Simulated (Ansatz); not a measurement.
# Stretching the linear B chain, part 2 of 2

Wanted: energy, moment and open channels of the linear B chain from 12 % compression to 30 % stretch.

Ansatz 0.2.0; DFT LDA, plane waves, PAW; relaxation of a chain's period (the session's first sound run).

So far, conductance of the lead as this run defines it (G₀): step 3 (At a set period, period over the relaxed period 0.88 …) 2.00.

## (4) At a set period, period over the relaxed period 0.92, k-mesh 1×1×57

Level of this step: DFT LDA, plane waves, PAW; channels and complex bands of a perfect chain (Ansatz).

The period is set to 0.92 times the relaxed one: shorter bonds widen the bands.

The cell differs from the one that the last finished run ended in (c 1.354 → 1.416 Å).

input.yaml

```yaml
crystal:
  lattice:
    - [7.5, 0.0, 0.0]
    - [0.0, 7.5, 0.0]
    - [0.0, 0.0, 1.4156673763]
  atoms:
    - { symbol: B, position: [0.5, 0.5, 0.0], spin: 0.3 }
magnetization:
  spin_polarized: true
kpoints:
  mp_grid: { grid: [1, 1, 57] }
scf:
  occupations: { method: fermi_dirac, width: 0.05 }
hamiltonian:
  xc: lda
output:
  transmission:
    e_range: [-2, 2]
    de: 0.035
    kmesh: [1, 1]
    reduced_basis: true
    leads: [[0, 0]]
  stress: true
```

Started as:

```bash
ansatz run input.yaml --threads 4 --pin off --max-ram 8192MiB --backend cpu --events-out ev --progress --plain --runs-dir out
```

Numbers of over 12 decimals in the logs are rounded to 6 here.

Output:

```text
[...]
Crystal: 1 atoms, lattice volume = 79.631 Å³
Basis set: ecut = 420 eV, 1581 PW (Γ)
Bands: 6, of which v1, the nominal top of the filled ones, is band 2 counted from 1 (1 counted from 0)
Symmetry: 16 space group operations
[...]
k-points: 29 of 57
[...]
Starting moments: Σ|m| = 0.3 μB on 1 of 1 site
[...]
--- Transmission ---
  basis      : 497 plane waves across, 2 finite elements along
  points     : 1, standing for a mesh of 1 x 1
[...]
crystal 0  : B1, at the sites [0, 0], period 1.4157 Å: whole cells are its period
[...]
filled         : 14.1 meV under the level at which it is neutral
    channels       : 2.000000e0 up, 2.000000e0 down
[...]
[key lines of the parts left out:]
SCF converged after 14 iterations
Magnetization: 0.0000 μB (1.5000 up, 1.5000 down)
Free energy (F): -147.451210 eV
Fermi energy:    -4.970247 eV
P = ⅓ Tr σ = 4.7806 GPa (47.806 kbar)
```

Wall time 6.9 s (4 threads of Arm Neoverse V1, shared host); peak memory 0.31 GiB; 21 s of CPU time.

At the computed energy nearest the Fermi level there are 2 spin-up and 2 spin-down channels, and the thermal average gives 2.00 G₀.

## (5) At a set period, period over the relaxed period 0.96, k-mesh 1×1×55

The period is set to 0.96 times the relaxed one: shorter bonds widen the bands.

The cell differs from the one that the last finished run ended in (c 1.416 → 1.477 Å).

Changes to input.yaml since step 4:

```diff
@@ -4,3 +4,3 @@
     - [0.0, 7.5, 0.0]
-    - [0.0, 0.0, 1.4156673763]
+    - [0.0, 0.0, 1.4772181318]
   atoms:
@@ -10,3 +10,3 @@
 kpoints:
-  mp_grid: { grid: [1, 1, 57] }
+  mp_grid: { grid: [1, 1, 55] }
 scf:
```

Output:

```text
[...]
Crystal: 1 atoms, lattice volume = 83.094 Å³
Basis set: ecut = 420 eV, 1693 PW (Γ)
Bands: 6, of which v1, the nominal top of the filled ones, is band 2 counted from 1 (1 counted from 0)
Symmetry: 16 space group operations
[...]
k-points: 28 of 55
[...]
Starting moments: Σ|m| = 0.3 μB on 1 of 1 site
[...]
--- Transmission ---
  basis      : 497 plane waves across, 2 finite elements along
  points     : 1, standing for a mesh of 1 x 1
[...]
crystal 0  : B1, at the sites [0, 0], period 1.4772 Å: whole cells are its period
[...]
filled         : 13.2 meV over the level at which it is neutral
    channels       : 2.000000e0 up, 2.000000e0 down
[...]
[key lines of the parts left out:]
SCF converged after 13 iterations
Magnetization: 0.0000 μB (1.5000 up, 1.5000 down)
Free energy (F): -147.668597 eV
Fermi energy:    -4.832916 eV
P = ⅓ Tr σ = 2.1138 GPa (21.138 kbar)
```

It took 6.7 s on 4 threads; peak memory 0.31 GiB.

At the computed energy nearest the Fermi level there are 2 spin-up and 2 spin-down channels, and the thermal average gives 2.00 G₀.

## (6) The chain at a fixed length, period over the relaxed period 1, k-mesh 1×1×52

The period is set to 1.0 times the relaxed one, as the point of reference.

Changes to input.yaml since step 5:

```diff
@@ -4,3 +4,3 @@
     - [0.0, 7.5, 0.0]
-    - [0.0, 0.0, 1.4772181318]
+    - [0.0, 0.0, 1.5387688873]
   atoms:
@@ -10,3 +10,3 @@
 kpoints:
-  mp_grid: { grid: [1, 1, 55] }
+  mp_grid: { grid: [1, 1, 52] }
 scf:
```

Output:

```text
[...]
Crystal: 1 atoms, lattice volume = 86.556 Å³
Basis set: ecut = 420 eV, 1725 PW (Γ)
Bands: 6, of which v1, the nominal top of the filled ones, is band 2 counted from 1 (1 counted from 0)
Symmetry: 16 space group operations
[...]
k-points: 27 of 52
[...]
Starting moments: Σ|m| = 0.3 μB on 1 of 1 site
[...]
--- Transmission ---
  basis      : 497 plane waves across, 2 finite elements along
  points     : 1, standing for a mesh of 1 x 1
[...]
crystal 0  : B1, at the sites [0, 0], period 1.5388 Å: whole cells are its period
[...]
filled         : 5.5 meV over the level at which it is neutral
    channels       : 2.000000e0 up, 2.000000e0 down
[...]
[key lines of the parts left out:]
SCF converged after 13 iterations
Magnetization: 0.0000 μB (1.5000 up, 1.5000 down)
Free energy (F): -147.734348 eV
Fermi energy:    -4.745824 eV
P = ⅓ Tr σ = 0.0481 GPa (0.481 kbar)
```

Run time: 6.8 s. Hardware: 4 threads; peak memory 0.31 GiB; 22 s of CPU time.

At the computed energy nearest the Fermi level there are 2 spin-up and 2 spin-down channels, and the thermal average gives 2.00 G₀.

## (7) At a set period, period over the relaxed period 1.04, k-mesh 1×1×50

The period is set to 1.04 times the relaxed one: longer bonds narrow the bands.

The cell differs from the one that the last finished run ended in (c 1.539 → 1.600 Å).

Changes to input.yaml since step 6:

```diff
@@ -4,3 +4,3 @@
     - [0.0, 7.5, 0.0]
-    - [0.0, 0.0, 1.5387688873]
+    - [0.0, 0.0, 1.6003196427]
   atoms:
@@ -10,3 +10,3 @@
 kpoints:
-  mp_grid: { grid: [1, 1, 52] }
+  mp_grid: { grid: [1, 1, 50] }
 scf:
```

Output:

```text
[...]
Crystal: 1 atoms, lattice volume = 90.018 Å³
Basis set: ecut = 420 eV, 1781 PW (Γ)
Bands: 6, of which v1, the nominal top of the filled ones, is band 2 counted from 1 (1 counted from 0)
Symmetry: 16 space group operations
[...]
k-points: 26 of 50
[...]
Starting moments: Σ|m| = 0.3 μB on 1 of 1 site
[...]
--- Transmission ---
  basis      : 497 plane waves across, 2 finite elements along
  points     : 1, standing for a mesh of 1 x 1
[...]
crystal 0  : B1, at the sites [0, 0], period 1.6003 Å: whole cells are its period
[...]
filled         : 15.1 meV under the level at which it is neutral
    channels       : 2.000000e0 up, 2.000000e0 down
[...]
[key lines of the parts left out:]
SCF converged after 14 iterations
Magnetization: 0.0000 μB (1.5000 up, 1.5000 down)
Free energy (F): -147.681194 eV
Fermi energy:    -4.684023 eV
P = ⅓ Tr σ = -1.5238 GPa (-15.238 kbar)
```

The job ended after 7.8 s (4 threads; peak memory 0.32 GiB).

At the computed energy nearest the Fermi level there are 2 spin-up and 2 spin-down channels, and the thermal average gives 2.00 G₀. The change of length costs 0.054 eV a cell and leaves no moment.

## (8) The chain at a fixed length, period over the relaxed period 1.08, k-mesh 1×1×49

The period is set to 1.08 times the relaxed one: longer bonds narrow the bands.

The cell differs from the one that the last finished run ended in (c 1.600 → 1.662 Å).

Changes to input.yaml since step 7:

```diff
@@ -4,3 +4,3 @@
     - [0.0, 7.5, 0.0]
-    - [0.0, 0.0, 1.6003196427]
+    - [0.0, 0.0, 1.6618703982]
   atoms:
@@ -10,3 +10,3 @@
 kpoints:
-  mp_grid: { grid: [1, 1, 50] }
+  mp_grid: { grid: [1, 1, 49] }
 scf:
```

Output:

```text
[...]
Crystal: 1 atoms, lattice volume = 93.480 Å³
Basis set: ecut = 420 eV, 1837 PW (Γ)
Bands: 6, of which v1, the nominal top of the filled ones, is band 2 counted from 1 (1 counted from 0)
Symmetry: 16 space group operations
[...]
k-points: 25 of 49
[...]
Starting moments: Σ|m| = 0.3 μB on 1 of 1 site
[...]
--- Transmission ---
  basis      : 497 plane waves across, 3 finite elements along
  points     : 1, standing for a mesh of 1 x 1
[...]
crystal 0  : B1, at the sites [0, 0], period 1.6619 Å: whole cells are its period
[...]
filled         : 7.3 meV under the level at which it is neutral
    channels       : 2.000000e0 up, 2.000000e0 down
[...]
[key lines of the parts left out:]
SCF converged after 14 iterations
Magnetization: 0.0000 μB (1.5000 up, 1.5000 down)
Free energy (F): -147.539285 eV
Fermi energy:    -4.604414 eV
P = ⅓ Tr σ = -2.7060 GPa (-27.060 kbar)
```

It took 11 s on 4 threads; peak memory 0.36 GiB; 36 s of CPU time.

At the computed energy nearest the Fermi level there are 2 spin-up and 2 spin-down channels, and the thermal average gives 2.00 G₀. The change of length costs 0.196 eV a cell and leaves no moment.

## (9) The chain at a fixed length, period over the relaxed period 1.13, k-mesh 1×1×47

The period is set to 1.13 times the relaxed one: longer bonds narrow the bands.

The cell differs from the one that the last finished run ended in (c 1.662 → 1.739 Å).

Changes to input.yaml since step 8:

```diff
@@ -4,3 +4,3 @@
     - [0.0, 7.5, 0.0]
-    - [0.0, 0.0, 1.6618703982]
+    - [0.0, 0.0, 1.7388088426]
   atoms:
@@ -10,3 +10,3 @@
 kpoints:
-  mp_grid: { grid: [1, 1, 49] }
+  mp_grid: { grid: [1, 1, 47] }
 scf:
```

Output:

```text
[...]
Crystal: 1 atoms, lattice volume = 97.808 Å³
Basis set: ecut = 420 eV, 1893 PW (Γ)
Bands: 6, of which v1, the nominal top of the filled ones, is band 2 counted from 1 (1 counted from 0)
Symmetry: 16 space group operations
[...]
k-points: 24 of 47
[...]
Starting moments: Σ|m| = 0.3 μB on 1 of 1 site
[...]
--- Transmission ---
  basis      : 497 plane waves across, 3 finite elements along
  points     : 1, standing for a mesh of 1 x 1
[...]
crystal 0  : B1, at the sites [0, 0], period 1.7388 Å: whole cells are its period
[...]
filled         : 7.8 meV over the level at which it is neutral
    channels       : 2.000000e0 up, 2.000000e0 down
[...]
[key lines of the parts left out:]
SCF converged after 14 iterations
Magnetization: 0.0000 μB (1.5000 up, 1.5000 down)
Free energy (F): -147.271256 eV
Fermi energy:    -4.512054 eV
P = ⅓ Tr σ = -3.7495 GPa (-37.495 kbar)
```

Run time: 11 s. Hardware: 4 threads; peak memory 0.36 GiB.

Table of open channels of the lead by energy, zero at the Fermi level:

| energy (eV) | spin up | spin down |
| --- | --- | --- |
| -0.810 | 0 | 0 |
| -0.705 | 2 | 2 |
| -0.600 | 2 | 2 |
| -0.495 | 2 | 2 |
| -0.390 | 2 | 2 |
| -0.285 | 2 | 2 |
| -0.215 | 2 | 2 |
| -0.110 | 2 | 2 |
| -0.005 | 2 | 2 |
| 0.100 | 2 | 2 |
| 0.205 | 2 | 2 |
| 0.310 | 2 | 2 |
| 0.415 | 2 | 2 |
| 0.485 | 2 | 2 |
| 0.590 | 2 | 2 |
| 0.695 | 2 | 2 |
| 0.800 | 2 | 2 |
| 0.905 | 2 | 2 |
| 1.010 | 2 | 2 |
| 1.115 | 2 | 2 |
| 1.185 | 2 | 2 |
| 1.290 | 2 | 2 |
| 1.395 | 2 | 2 |
| 1.500 | 2 | 2 |
| 1.605 | 2 | 2 |
| 1.710 | 2 | 2 |
| 1.815 | 2 | 2 |
| 1.885 | 2 | 2 |

At the computed energy nearest the Fermi level there are 2 spin-up and 2 spin-down channels, and the thermal average gives 2.00 G₀. The change of length costs 0.465 eV a cell and leaves no moment.

## (10) At a set period, period over the relaxed period 1.2, k-mesh 1×1×44

The period is set to 1.2 times the relaxed one: longer bonds narrow the bands.

The cell differs from the one that the last finished run ended in (c 1.739 → 1.847 Å).

Changes to input.yaml since step 9:

```diff
@@ -4,3 +4,3 @@
     - [0.0, 7.5, 0.0]
-    - [0.0, 0.0, 1.7388088426]
+    - [0.0, 0.0, 1.8465226647]
   atoms:
@@ -10,3 +10,3 @@
 kpoints:
-  mp_grid: { grid: [1, 1, 47] }
+  mp_grid: { grid: [1, 1, 44] }
 scf:
```

Output:

```text
[...]
Crystal: 1 atoms, lattice volume = 103.867 Å³
Basis set: ecut = 420 eV, 2007 PW (Γ)
Bands: 6, of which v1, the nominal top of the filled ones, is band 2 counted from 1 (1 counted from 0)
Symmetry: 16 space group operations
[...]
k-points: 23 of 44
[...]
Starting moments: Σ|m| = 0.3 μB on 1 of 1 site
[...]
--- Transmission ---
  basis      : 497 plane waves across, 3 finite elements along
  points     : 1, standing for a mesh of 1 x 1
[...]
crystal 0  : B1, at the sites [0, 0], period 1.8465 Å: whole cells are its period
[...]
filled         : 5.2 meV over the level at which it is neutral
    channels       : 2.000000e0 up, 2.000000e0 down
[...]
[key lines of the parts left out:]
SCF converged after 14 iterations
Magnetization: 0.0000 μB (1.5000 up, 1.5000 down)
Free energy (F): -146.787336 eV
Fermi energy:    -4.425588 eV
P = ⅓ Tr σ = -4.6025 GPa (-46.025 kbar)
```

Run time: 10 s. Hardware: 4 threads; peak memory 0.35 GiB.

At the computed energy nearest the Fermi level there are 2 spin-up and 2 spin-down channels, and the thermal average gives 2.00 G₀. The change of length costs 0.948 eV a cell and leaves no moment.

## (11) The chain at a fixed length, period over the relaxed period 1.3, k-mesh 1×1×40

The period is set to 1.3 times the relaxed one: longer bonds narrow the bands.

The cell differs from the one that the last finished run ended in (c 1.847 → 2.000 Å).

Changes to input.yaml since step 10:

```diff
@@ -4,3 +4,3 @@
     - [0.0, 7.5, 0.0]
-    - [0.0, 0.0, 1.8465226647]
+    - [0.0, 0.0, 2.0003995534]
   atoms:
@@ -10,3 +10,3 @@
 kpoints:
-  mp_grid: { grid: [1, 1, 44] }
+  mp_grid: { grid: [1, 1, 40] }
 scf:
```

Output:

```text
[...]
Crystal: 1 atoms, lattice volume = 112.522 Å³
Basis set: ecut = 420 eV, 2199 PW (Γ)
Bands: 6, of which v1, the nominal top of the filled ones, is band 2 counted from 1 (1 counted from 0)
Symmetry: 16 space group operations
[...]
k-points: 21 of 40
[...]
Starting moments: Σ|m| = 0.3 μB on 1 of 1 site
[...]
--- Transmission ---
  basis      : 497 plane waves across, 3 finite elements along
  points     : 1, standing for a mesh of 1 x 1
[...]
crystal 0  : B1, at the sites [0, 0], period 2.0004 Å: whole cells are its period
[...]
filled         : 1.8 meV over the level at which it is neutral
    channels       : 2.000000e0 up, 2.000000e0 down
[...]
[key lines of the parts left out:]
SCF converged after 10 iterations
Magnetization: 0.0000 μB (1.5000 up, 1.5000 down)
Free energy (F): -145.993251 eV
Fermi energy:    -4.330151 eV
P = ⅓ Tr σ = -4.9676 GPa (-49.676 kbar)
```

Elapsed: 9.3 s, on 4 threads; peak memory 0.35 GiB.

At the computed energy nearest the Fermi level there are 2 spin-up and 2 spin-down channels, and the thermal average gives 2.00 G₀. The change of length costs 1.744 eV a cell and leaves no moment.

## (12) Side by side

Times are for 4 threads of Arm Neoverse V1, shared host. Results by setting:

```csv
no.,period over the relaxed period,conductance of the lead as this run defines it (G₀),energy at zero smearing less the lowest (eV),time,memory (GiB)
1,0.88,2.000,0.6955,7 s,0.31
2,0.92,2.000,0.2840,6.9 s,0.31
3,0.96,2.000,0.06674,6.7 s,0.31
4,1,2.000,0,6.8 s,0.31
5,1.04,2.000,0.05413,7.8 s,0.32
6,1.08,2.000,0.1965,11 s,0.36
7,1.13,2.000,0.4648,11 s,0.36
8,1.2,2.000,0.9484,10 s,0.35
9,1.3,2.000,1.744,9.3 s,0.35
```

## (13) A varied input: kpoints.mp_grid.shift = [0.0, 0.0, 0.5]

This step: DFT LDA, plane waves, PAW; channels and complex bands of a perfect chain; changed: kpoints.mp_grid.shift = [0.0, 0.0, 0.5] (Ansatz 0.2.0).

The atoms of the run at the relaxed period are kept and the input is varied, to see whether the result depends on it.

Changes to input.yaml since step 11:

```diff
@@ -4,3 +4,3 @@
     - [0.0, 7.5, 0.0]
-    - [0.0, 0.0, 2.0003995534]
+    - [0.0, 0.0, 1.5387688873]
   atoms:
@@ -10,3 +10,3 @@
 kpoints:
-  mp_grid: { grid: [1, 1, 40] }
+  mp_grid: { grid: [1, 1, 52], shift: [0.0, 0.0, 0.5] }
 scf:
```

Output:

```text
[...]
Crystal: 1 atoms, lattice volume = 86.556 Å³
Basis set: ecut = 420 eV, 1725 PW (Γ)
Bands: 6, of which v1, the nominal top of the filled ones, is band 2 counted from 1 (1 counted from 0)
Symmetry: 16 space group operations
[...]
k-points: 26 of 52
[...]
Starting moments: Σ|m| = 0.3 μB on 1 of 1 site
[...]
SCF iter   1: F=—  HF=-148.526650 eV  |F-HF|=—  |Δ(HF+E_count)|=         —  Δρ=2.50e-2 (↑2.07e-2 ↓2.50e-2)  dr2=1.83e0  dr2_m=1.13e-2  M=0.098 μB ∫|m|=0.098 μB  β_m=0.30  ethr=3.10e-3  ⟨swp⟩=6.2  Hψ=2832  notcnv=0
[...]
SCF iter  14: F=-147.733332 eV  HF=-147.733332 eV  |F-HF|=3.98e-13  |Δ(HF+E_count)|=  7.67e-11  Δρ=1.55e-8 (↑1.54e-8 ↓1.55e-8)  dr2=4.75e-15  dr2_m=1.88e-13  M=0.000 μB ∫|m|=0.000 μB  ethr=1.00e-12  ⟨swp⟩=2.0  Hψ=513  notcnv=0
SCF 1 converged in 14 iterations: F = -147.733332 eV  dr2 = 4.75e-15
[...]
transmission: 4 of 24 steps passed
transmission: 6 of 24 steps passed
[...]
transmission: 24 of 24 steps passed
SCF converged after 14 iterations
Magnetization: 0.0000 μB (1.5000 up, 1.5000 down)
Absolute magnetization: 0.0000 μB (∫|ρ↑−ρ↓|, with the PAW one-centre terms)
[...]
Per-site moments (μB) at R_I (Å): [(2.758703491425347e-7, 0.634742)]
Free energy (F): -147.733332 eV
[...]
Internal energy: -147.727667 eV  (E = F + TS)
E sigma→0 (E₀):  -147.730499 eV
Entropy (-TS):   -0.005665 eV (-5.665 meV/atom)
Fermi energy:    -4.750907 eV
[...]
--- Stress (GPa, compression-positive) ---
        0.057835       0.000000       0.000000
        0.000000       0.057835       0.000000
        0.000000       0.000000       0.043873
  P = ⅓ Tr σ = 0.0532 GPa (0.532 kbar)
--- Band table (eV; the first three rows and the last of 52) ---
[...]
--- Transmission ---
  basis      : 497 plane waves across, 2 finite elements along
  points     : 1, standing for a mesh of 1 x 1
[...]
crystal 0  : B1, at the sites [0, 0], period 1.5388 Å: whole cells are its period
[...]
filled         : 0.3 meV over the level at which it is neutral
    channels       : 2.000000e0 up, 2.000000e0 down
[...]
```

Run time: 6.8 s. Hardware: 4 threads; peak memory 0.31 GiB; 22 s of CPU time.

This step gave:

| Item | Value |
| --- | --- |
| energy at zero smearing | -147.7305 eV |

The open channels of the lead by energy, zero at the Fermi level:

```csv
energy (eV),spin up,spin down
-0.985,0,0
-0.915,2,2
-0.810,2,2
-0.705,2,2
-0.600,2,2
-0.495,2,2
-0.390,2,2
-0.285,2,2
-0.215,2,2
-0.110,2,2
-0.005,2,2
0.100,2,2
0.205,2,2
0.310,2,2
0.415,2,2
0.485,2,2
0.590,2,2
0.695,2,2
0.800,2,2
0.905,2,2
1.010,2,2
1.115,2,2
1.185,2,2
1.290,2,2
1.395,2,2
1.500,2,2
1.605,2,2
1.710,2,2
1.815,2,2
1.885,2,2
```

It took 6.8 s against 6.8 s for the run it varies, and the conductance is 2.00 G₀ against 2.00 G₀.

The channels at the energy nearest the Fermi level, spin up, channels at the energy nearest the Fermi level, spin down and conductance of the lead as this run defines it stay within 0.2 % plus 0.001 of the run it varies.

## (14) What came out

- relaxed cell length: 1.539 Å
- conductance at period × 0.88: 2.00 G₀
- conductance at period × 1.0: 2.00 G₀
- conductance at period × 1.13: 2.00 G₀
- conductance at period × 1.3: 2.00 G₀
- absolute moment at period × 0.88: 0 μB
- absolute moment at period × 1.0: 0 μB
- absolute moment at period × 1.3: 0 μB

In words: No moment survives at any length. Transport is coherent and elastic here: the atoms are frozen, so scattering by vibrations plays no part. The lead's cell of one atom keeps the chain straight and evenly spaced; a zigzag or dimerised form may lie lower.

[Logs are printed without paths, hosts, clocks, repeated set-up lines and the standing remarks that a program may print on its own settings, such as how far it seeks lower states.]

[Hosts, paths, dates, database ids (printed as entryN), source tags and the programs' standing remarks are cut or masked in the printed files.]
